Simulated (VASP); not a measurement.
# Be (P4_2/mnm) in VASP: notebook

One crystal, Be, is run at these levels: PBE, PBEsol; tasks: single point.

Everything below comes from runs of VASP 6.6.1. Logs are shortened: lines on timing, memory, paths and dates and some standing lists are left out, and cuts for length are marked.

## 1. The cell of the first run

Symmetry: P4_2/mnm, No. 136, tetragonal system. The conventional cell has a = 3.901 Å, b = 3.901 Å, c = 2.307 Å, α = 90.00°, β = 90.00°, γ = 90.00°. Be (site symmetry m2m) is surrounded by 11 Be at 2.03 to 2.32 Å.

This isn't the form of Be at room conditions, which is hcp.

## 2. Single point, PBE (strained and moved within the space group)

Contents of INCAR:

```
SYSTEM = Be
  PREC = Accurate
  ENCUT = 520
  EDIFF = 1E-6
  ISMEAR = 0
  SIGMA = 0.1
  LREAL = .FALSE.
  LASPH = .TRUE.
  NELM = 100
  ALGO = Normal
  ISIF = 2
  LWAVE = .FALSE.
  LCHARG = .FALSE.
  GGA = PE
  NBANDS = 12
```

Contents of KPOINTS:

```
Automatic mesh
0
G
  12 12 18
  0 0 0
```

Contents of POSCAR:

```
Be
1.0
    3.9008829917      0.0000000000      0.0000000000
    0.0000000000      3.9008829917      0.0000000000
    0.0000000000      0.0000000000      2.3066478336
Be
4
Direct
    0.3162802147      0.3162802147      0.0000000000
    0.6837197853      0.6837197853      0.0000000000
    0.1837197853      0.8162802147      0.5000000000
    0.8162802147      0.1837197853      0.5000000000
```

Potentials or basis: VASP PAW PBE potentials, release 64 (Be).

The run is started by

```bash
$ cat potpaw_PBE.64/Be/POTCAR > POTCAR
$ mpirun -np 1 vasp_std > vasp.out
```

OUTCAR:

```text
SYSTEM = Be
   PREC = Accurate
   ENCUT = 520
   EDIFF = 1E-6
   ISMEAR = 0
   LREAL = .FALSE.
   LASPH = .TRUE.
   NELM = 100
   ISIF = 2
   GGA = PE

 ion  position               nearest neighbor table
   1  0.316  0.316  0.000-   2 2.03   3 2.32   4 2.32   3 2.32   4 2.32   3 2.32   3 2.32   4 2.32
                             4 2.32
   2  0.684  0.684  0.000-   1 2.03   3 2.32   4 2.32   3 2.32   4 2.32   4 2.32   4 2.32   3 2.32
                             3 2.32
   3  0.184  0.816  0.500-   4 2.03   2 2.32   1 2.32   1 2.32   2 2.32   1 2.32   1 2.32   2 2.32
                             2 2.32
   4  0.816  0.184  0.500-   3 2.03   2 2.32   1 2.32   1 2.32   2 2.32   2 2.32   2 2.32   1 2.32
                             1 2.32

  LATTYP: Found a simple tetragonal cell.
 ALAT       =     3.9008829917
 C/A-ratio  =     0.5913142841

  Lattice vectors:

 A1 = (   3.9008829917,   0.0000000000,   0.0000000000)
 A2 = (   0.0000000000,   3.9008829917,   0.0000000000)
 A3 = (   0.0000000000,   0.0000000000,   2.3066478336)

Analysis of symmetry for initial positions (statically):
=====================================================================
 Subroutine PRICEL returns:
 Original cell was already a primitive cell.

 Routine SETGRP: Setting up the symmetry group for a
 simple tetragonal supercell.

 Subroutine GETGRP returns: Found 16 space group operations
 (whereof  8 operations were pure point group operations)
 out of a pool of 16 trial point group operations.

The static configuration has the point symmetry D_2h.
 The point group associated with its full space group is D_4h.

Analysis of symmetry for dynamics (positions and initial velocities):
=====================================================================
 Subroutine PRICEL returns:
 Original cell was already a primitive cell.

 Routine SETGRP: Setting up the symmetry group for a
 simple tetragonal supercell.

 Subroutine GETGRP returns: Found 16 space group operations
 (whereof  8 operations were pure point group operations)
 out of a pool of 16 trial point group operations.

The dynamic configuration has the point symmetry D_2h.
 The point group associated with its full space group is D_4h.

 Subroutine INISYM returns: Found 16 space group operations
 (whereof  8 operations are pure point group operations),
 and found     1 'primitive' translations

----------------------------------------------------------------------------------------

                                     Primitive cell

  volume of cell :      35.1000

  direct lattice vectors                    reciprocal lattice vectors
[... 107 lines left out ...]
   EFERMI_NEDOS =   21; number of points for ismear=-14 and -15
   IALGO  =     38    algorithm
   IMIX   =      4    mixing-type and parameters
     AMIX     =   0.40;   BMIX     =  1.00
     AMIX_MAG =   1.60;   BMIX_MAG =  1.00
  volume/ion in A,a.u.               =       8.78        59.22
  Fermi-wavevector in a.u.,A,eV,Ry     =   1.000006  1.889737 13.605979  1.000011
  Thomas-Fermi vector in A             =   2.132333
   LORBIT       =      0    0 simple, 1 ext, 2 COOP (PROOUT), +10 PAW based schemes
   GGA     = PE    functional components
   LHFCALC =     F    Hartree Fock is set to
   AEXX    =    0.0000 exact exchange contribution
   IVDW    =     0    specifies the selected vdW correction
   LEPSILON=     F    determine dielectric tensor
   LRPA    =     F    only Hartree local field effects (RPA)
 non-spin polarized calculation
 Gauss-broadening in eV      SIGMA  =   0.10
  energy-cutoff  :      520.00
  volume of cell :       35.10
 maximum number of plane-waves:       961
 NGX is ok and might be reduce to    30
   NGX = 15   NGY = 15   NGZ =  9

 number of electron       8.0000000 magnetization

 Free energy of the ion-electron system (eV)
  ---------------------------------------------------
  ext. energy  EPLUGINS =         0.00000000
  ---------------------------------------------------
  free energy    TOTEN  =       -14.63944196 eV

  energy without entropy =      -14.63772079  energy(sigma->0) =      -14.63858138

 E-fermi :   5.9119     XC(G=0): -10.2561

 val. band max:        5.9041417711   @ k =   0.1667   0.1667   0.2778
 cond. band min:       5.9528655063   @ k =   0.1667   0.0833   0.0000
 fundamental gap:      0.0487237352
 Fermi energy:         5.9118739335

 k-point     1 :       0.0000    0.0000    0.0000
  band No.  band energies     occupation
      1      -4.5820      2.00000
      2       1.2175      2.00000
      3       2.3516      2.00000
      4       4.2841      2.00000
      5       4.2841      2.00000
      6      11.1510      0.00000
      7      11.1510      0.00000
      8      11.7843      0.00000
      9      14.9632      0.00000
     10      15.5520      0.00000
     11      21.9393      0.00000
     12      21.9393      0.00000
[... 331 lines left out ...]
 k-point    24 :       0.4167    0.3333    0.0000
  band No.  band energies     occupation
      1      -2.4599      2.00000
      2      -1.2346      2.00000
      3       0.0024      2.00000
      4       1.1978      2.00000
      5      11.1392      0.00000
      6      11.8441      0.00000
      7      13.2211      0.00000
      8      15.1779      0.00000
      9      17.3901      0.00000
     10      17.9317      0.00000
     11      18.9792      0.00000
     12      19.1264      0.00000

 [... further k-points ...]

------------------------ aborting loop because EDIFF is reached ----------------------------------------

  FORCE on cell =-STRESS in cart. coord.  units (eV):
  Direction    XX          YY          ZZ          XY          YZ          ZX
  --------------------------------------------------------------------------------------
  -------------------------------------------------------------------------------------
  Total       -1.4064224     -1.4064224     -2.1127971     -0.0000000      0.0000000      0.0000000
  in kB      -64.1976605    -64.1976605    -96.4408950     -0.0000000      0.0000000      0.0000000
  external PRESSURE =     -74.9454053 kB  Pullay stress =       0.0000000 kB

 VOLUME and BASIS-vectors are now :
 -----------------------------------------------------------------------------
  energy-cutoff  :      520.00
  volume of cell :       35.10
      direct lattice vectors                 reciprocal lattice vectors
     3.900882992  0.000000000  0.000000000     0.256352216  0.000000000  0.000000000
     0.000000000  3.900882992  0.000000000     0.000000000  0.256352216  0.000000000
     0.000000000  0.000000000  2.306647834     0.000000000  0.000000000  0.433529551

 POSITION                                       TOTAL-FORCE (eV/Angst)
 -----------------------------------------------------------------------------------
      1.23377      1.23377      0.00000        -0.604094     -0.604094      0.000000
      2.66711      2.66711      0.00000         0.604094      0.604094     -0.000000
      0.71667      3.18421      1.15332         0.604094     -0.604094      0.000000
      3.18421      0.71667      1.15332        -0.604094      0.604094     -0.000000
 -----------------------------------------------------------------------------------
    total drift:                                0.000000     -0.000000     -0.000000

  FREE ENERGIE OF THE ION-ELECTRON SYSTEM (eV)
  ---------------------------------------------------
  free  energy   TOTEN  =       -14.6394419618 eV

  energy  without entropy=      -14.6377207920  energy(sigma->0) =      -14.63858138
```

stdout:

```text
POSCAR found type information on POSCAR Be
 POSCAR found :  1 types and       4 ions
 scaLAPACK will be used
 LDA part: xc-table for (Slater+PW92), standard interpolation
 POSCAR, INCAR and KPOINTS ok, starting setup
 FFT: planning ... GRIDC
 FFT: planning ... GRID_SOFT
 FFT: planning ... GRID
 WAVECAR not read
 entering main loop
```

Wall time 51 s (1 thread of Intel Xeon Platinum 8259CL at 2.50GHz (Skylake/Cascade Lake), shared host); peak memory 0.2 GiB.

What came out:

* Free energy: -14.6394 eV
* Pressure: -7.5 GPa
* Largest force: 0.854 eV/Å
* Band gap on the k mesh: none (metal or under the smearing width)

Forces in eV/Å, atoms in the order of the input:
```
Be  -0.604 -0.604  0.000
Be   0.604  0.604  0.000
Be   0.604 -0.604  0.000
Be  -0.604  0.604  0.000
```

Stress tensor (GPa, compression positive):
```
-6.42  0.00  0.00
 0.00 -6.42  0.00
 0.00  0.00 -9.64
```

Levels at points of the mesh, in eV from the Fermi level:
```
           k point  band 1  band 2  band 3  band 4  band 5  band 6  band 7  band 8
(0.00, 0.00, 0.00)  -10.49   -4.69   -3.56   -1.63   -1.63    5.24    5.24    5.87
(0.50, 0.00, 0.00)   -8.63   -8.63   -2.62   -2.62    1.44    1.44    8.10    8.10
(0.50, 0.50, 0.00)   -6.86   -6.86   -6.68   -6.68    7.84    7.84    9.44    9.44
(0.00, 0.00, 0.50)   -5.18   -5.18    1.17    1.17    1.71    1.71    3.27    3.27
(0.50, 0.00, 0.50)   -4.02   -4.02   -2.68   -2.68    3.50    3.50    4.92    4.92
(0.50, 0.50, 0.50)   -3.31   -3.31   -2.63   -2.63    1.52    1.52    1.74    1.74
```

## 3. Single point, PBE (Be replaced by Ca, lengths x 1.500, strained and moved within the space group)

Contents of INCAR:

```
PREC = Accurate ; ENCUT = 520
EDIFF = 1E-6 ; ISMEAR = 0
SIGMA = 0.1 ; LREAL = F
LASPH = T ; NELM = 100
ALGO = Normal ; ISIF = 2
LWAVE = F ; LCHARG = F
GGA = PE ; NBANDS = 28
```

Contents of KPOINTS:

```
regular mesh
0
Gamma
  4 4 6
```

Contents of POSCAR:

```
Ca
1.0
    5.2476565499      0.0000000000      0.0000000000
    0.0000000000      5.2476565499      0.0000000000
    0.0000000000      0.0000000000      3.5030537232
Ca
4
Direct
    0.2917463356      0.2917463356      0.0000000000
    0.7082536644      0.7082536644      0.0000000000
    0.2082536644      0.7917463356      0.5000000000
    0.7917463356      0.2082536644      0.5000000000
```

Potentials or basis: VASP PAW PBE potentials, release 64 (Ca_sv).

The run is started by

```bash
$ cat potpaw_PBE.64/Ca_sv/POTCAR > POTCAR
$ mpirun -np 1 vasp_std > vasp.out
```

OUTCAR:

```text
PREC = Accurate
   ENCUT = 520
   EDIFF = 1E-6
   ISMEAR = 0
   LREAL = F
   LASPH = T
   NELM = 100
   ISIF = 2
   GGA = PE

 ion  position               nearest neighbor table
   1  0.292  0.292  0.000-   2 3.09
   2  0.708  0.708  0.000-   1 3.09
   3  0.208  0.792  0.500-   4 3.09
   4  0.792  0.208  0.500-   3 3.09

  LATTYP: Found a simple tetragonal cell.
 ALAT       =     5.2476565499
 C/A-ratio  =     0.6675463018

  Lattice vectors:

 A1 = (   5.2476565499,   0.0000000000,   0.0000000000)
 A2 = (   0.0000000000,   5.2476565499,   0.0000000000)
 A3 = (   0.0000000000,   0.0000000000,   3.5030537232)

Analysis of symmetry for initial positions (statically):
=====================================================================
 Subroutine PRICEL returns:
 Original cell was already a primitive cell.

 Routine SETGRP: Setting up the symmetry group for a
 simple tetragonal supercell.

 Subroutine GETGRP returns: Found 16 space group operations
 (whereof  8 operations were pure point group operations)
 out of a pool of 16 trial point group operations.

The static configuration has the point symmetry D_2h.
 The point group associated with its full space group is D_4h.

Analysis of symmetry for dynamics (positions and initial velocities):
=====================================================================
 Subroutine PRICEL returns:
 Original cell was already a primitive cell.

 Routine SETGRP: Setting up the symmetry group for a
 simple tetragonal supercell.

 Subroutine GETGRP returns: Found 16 space group operations
 (whereof  8 operations were pure point group operations)
[... 118 lines left out ...]
   NUPDOWN=      -1.0000    fix difference up-down
   EMIN   =  10.00;   EMAX   =-10.00  energy-range for DOS
   EFERMI =   0.00;   METHOD = LEGACY
   ISMEAR =     0;   SIGMA  =   0.10  broadening in eV -4-tet -1-fermi 0-gaus
   EFERMI_NEDOS =   21; number of points for ismear=-14 and -15
   IALGO  =     38    algorithm
   IMIX   =      4    mixing-type and parameters
     AMIX     =   0.40;   BMIX     =  1.00
     AMIX_MAG =   1.60;   BMIX_MAG =  1.00
  volume/ion in A,a.u.               =      24.12       162.75
  Fermi-wavevector in a.u.,A,eV,Ry     =   1.220775  2.306930 20.276648  1.490292
  Thomas-Fermi vector in A             =   2.355981
   LORBIT       =      0    0 simple, 1 ext, 2 COOP (PROOUT), +10 PAW based schemes
   GGA     = PE    functional components
   LHFCALC =     F    Hartree Fock is set to
   AEXX    =    0.0000 exact exchange contribution
   IVDW    =     0    specifies the selected vdW correction
   LEPSILON=     F    determine dielectric tensor
   LRPA    =     F    only Hartree local field effects (RPA)
 non-spin polarized calculation
 Gauss-broadening in eV      SIGMA  =   0.10
  energy-cutoff  :      520.00
  volume of cell :       96.47
 maximum number of plane-waves:      2620
 NGX is ok and might be reduce to    40
   NGX = 19   NGY = 19   NGZ = 13

 number of electron      39.9999998 magnetization

 Free energy of the ion-electron system (eV)
  ---------------------------------------------------
  ext. energy  EPLUGINS =         0.00000000
  ---------------------------------------------------
  free energy    TOTEN  =        -4.12169091 eV

  energy without entropy =       -4.10047422  energy(sigma->0) =       -4.11108257

 E-fermi :   4.6799     XC(G=0):  -9.6931

 val. band max:        4.6633753395   @ k =   0.2500   0.0000   0.3333
 cond. band min:       4.7274878502   @ k =   0.2500   0.2500   0.0000
 fundamental gap:      0.0641125107
 Fermi energy:         4.6799131415

 k-point     1 :       0.0000    0.0000    0.0000
  band No.  band energies     occupation
      1     -36.2361      2.00000
      2     -36.0606      2.00000
      3     -36.0606      2.00000
      4     -35.9913      2.00000
      5     -17.8244      2.00000
      6     -17.6394      2.00000
[... 733 lines left out ...]
     27       6.5163      0.00000
     28       6.5163      0.00000

------------------------ aborting loop because EDIFF is reached ----------------------------------------

  FORCE on cell =-STRESS in cart. coord.  units (eV):
  Direction    XX          YY          ZZ          XY          YZ          ZX
  --------------------------------------------------------------------------------------
  -------------------------------------------------------------------------------------
  Total       13.6220123     13.6220123     12.6550217      0.0000000      0.0000000      0.0000000
  in kB      226.2425276    226.2425276    210.1821696      0.0000000      0.0000000      0.0000000
  external PRESSURE =     220.8890750 kB  Pullay stress =       0.0000000 kB

 VOLUME and BASIS-vectors are now :
 -----------------------------------------------------------------------------
  energy-cutoff  :      520.00
  volume of cell :       96.47
      direct lattice vectors                 reciprocal lattice vectors
     5.247656550  0.000000000  0.000000000     0.190561252  0.000000000  0.000000000
     0.000000000  5.247656550  0.000000000     0.000000000  0.190561252  0.000000000
     0.000000000  0.000000000  3.503053723     0.000000000  0.000000000  0.285465219

 POSITION                                       TOTAL-FORCE (eV/Angst)
 -----------------------------------------------------------------------------------
      1.53098      1.53098      0.00000        -0.288502     -0.288502      0.000000
      3.71667      3.71667      0.00000         0.288502      0.288502      0.000000
      1.09284      4.15481      1.75153         0.288502     -0.288502      0.000000
      4.15481      1.09284      1.75153        -0.288502      0.288502      0.000000
 -----------------------------------------------------------------------------------
    total drift:                               -0.000000     -0.000000      0.000000

  FREE ENERGIE OF THE ION-ELECTRON SYSTEM (eV)
  ---------------------------------------------------
  free  energy   TOTEN  =        -4.1216909143 eV

  energy  without entropy=       -4.1004742172  energy(sigma->0) =       -4.11108257
```

stdout:

```text
POSCAR found type information on POSCAR Ca
 POSCAR found :  1 types and       4 ions
 scaLAPACK will be used
 LDA part: xc-table for (Slater+PW92), standard interpolation
 POSCAR, INCAR and KPOINTS ok, starting setup
 FFT: planning ... GRIDC
 FFT: planning ... GRID_SOFT
 FFT: planning ... GRID
 WAVECAR not read
 entering main loop
```

It took 41 s on 1 thread of Intel Xeon Platinum 8259CL at 2.50GHz (Skylake/Cascade Lake), shared host; peak memory 0.21 GiB.

Results:

```
Free energy            : -4.1217 eV
Pressure               : 22.1 GPa
Largest force          : 0.408 eV/Å
Band gap on the k mesh : none (metal or under the smearing width)
```

Forces on the atoms (eV/Å):
```
Ca  -0.289 -0.289  0.000
Ca   0.289  0.289  0.000
Ca   0.289 -0.289  0.000
Ca  -0.289  0.289  0.000
```

Caveat: so large a pressure means that the cell lies far from this level's equilibrium, or that cutoff or potentials fall short.

## 4. Single point, PBE (Be replaced by Ca, lengths x 1.500, strained and moved within the space group)

Contents of INCAR:

```
SYSTEM = Ca
ALGO = Fast
EDIFF = 1E-7
ENCUT = 520
GGA = PE
ISIF = 2
ISMEAR = 0
LASPH = .TRUE.
LCHARG = .FALSE.
LREAL = .FALSE.
LWAVE = .FALSE.
NBANDS = 28
NELM = 100
PREC = Accurate
SIGMA = 0.1
```

Contents of KPOINTS:

```
k-points
0
G
  8 8 12
  0 0 0
```

Contents of POSCAR:

```
Ca
1.0
    5.4748258827      0.0000000000      0.0000000000
    0.0000000000      5.4748258827      0.0000000000
    0.0000000000      0.0000000000      3.2820661296
Ca
4
Direct
    0.2502274633      0.2502274633      0.0000000000
    0.7497725367      0.7497725367      0.0000000000
    0.2497725367      0.7502274633      0.5000000000
    0.7502274633      0.2497725367      0.5000000000
```

The run is started by

```bash
$ cat potpaw_PBE.64/Ca_sv/POTCAR > POTCAR
$ mpirun -np 1 vasp_std > vasp.out
```

Wall time 5.6 min (1 thread of Intel Xeon Platinum 8259CL at 2.50GHz (Skylake/Cascade Lake), shared host); peak memory 0.35 GiB.

It converged, with:

| Item | Value |
| --- | --- |
| Free energy | -4.4446 eV |
| Pressure | 20.7 GPa |
| Band gap on the k mesh | none (metal or under the smearing width) |

Stress tensor (GPa, compression positive):
```
19.34  0.00  0.00
 0.00 19.34  0.00
 0.00  0.00 23.40
```

Levels at points of the mesh, in eV from the Fermi level:
```
           k point  band 16  band 17  band 18  band 19  band 20  band 21  band 22  band 23  band 24  band 25
(0.00, 0.00, 0.00)   -21.53    -4.71    -1.28    -1.28    -1.09    -0.51     0.67     0.67     2.23     2.56
(0.50, 0.00, 0.00)   -21.55    -3.21    -3.21    -0.34    -0.34    -0.32    -0.32     1.58     1.58     3.01
(0.50, 0.50, 0.00)   -21.75    -2.02    -2.02    -2.02    -2.02     1.22     1.22     1.22     1.22     2.70
(0.00, 0.00, 0.50)   -21.83    -1.15    -1.15     0.39     0.39     0.39     0.39     1.20     1.20     1.67
(0.50, 0.00, 0.50)   -21.72    -0.66    -0.66    -0.66    -0.66     0.60     0.60     0.61     0.61     1.45
(0.50, 0.50, 0.50)   -21.66    -1.24    -1.24    -1.24    -1.24     0.93     0.93     0.93     0.93     1.71
```

Caveat: so large a pressure means that the cell lies far from this level's equilibrium, or that cutoff or potentials fall short.

[end of part 1 of 2]
